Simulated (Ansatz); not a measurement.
A run of Ansatz 0.2.0:

File input.yaml:

```yaml
crystal:
  lattice:
    - [0.0, 3.205, 3.205]
    - [3.205, 0.0, 3.205]
    - [3.205, 3.205, 0.0]
  atoms:
    - { symbol: Te, position: [0.75, 0.75, 0.75] }
    - { symbol: Cd, position: [0.0, 0.0, 0.0] }
kpoints:
  mp_grid: { grid: [7, 7, 7] }
  band_path:
    path:
      - [0.0, 0.0, 0.0]
      - [0.5, 0.0, 0.5]
      - [0.5, 0.25, 0.75]
      - [0.375, 0.375, 0.75]
      - [0.0, 0.0, 0.0]
      - [0.5, 0.5, 0.5]
      - [0.625, 0.25, 0.625]
      - [0.5, 0.25, 0.75]
    npoints: 8
scf:
  occupations: { method: fermi_dirac, width: 0.05 }
hamiltonian:
  xc: revpbe
  pseudopotentials: { kind: all_electron, lapw: { basis_error: 0.001 } }
output:
  forces: true
  stress: true
  eigenvalues: true
```

Potentials or basis: all-electron LAPW, scalar-relativistic.

Run with:

```console
$ ansatz run input.yaml --threads 1 --pin off --max-ram 3072MiB --backend cpu --events-out ev --progress --plain --runs-dir out
```

Hardware: 1 thread of Intel(R) Xeon(R) Processor @ 2.50GHz (Skylake/Cascade Lake), on a shared host.

Q: Estimate the wall time of this run.

A: It took 35 s on 1 thread of Intel(R) Xeon(R) Processor @ 2.50GHz (Skylake/Cascade Lake), with other jobs on the host, peak memory 0.32 GiB. Counts: scf iterations 7, plane waves 609, k points 20, bands 27.
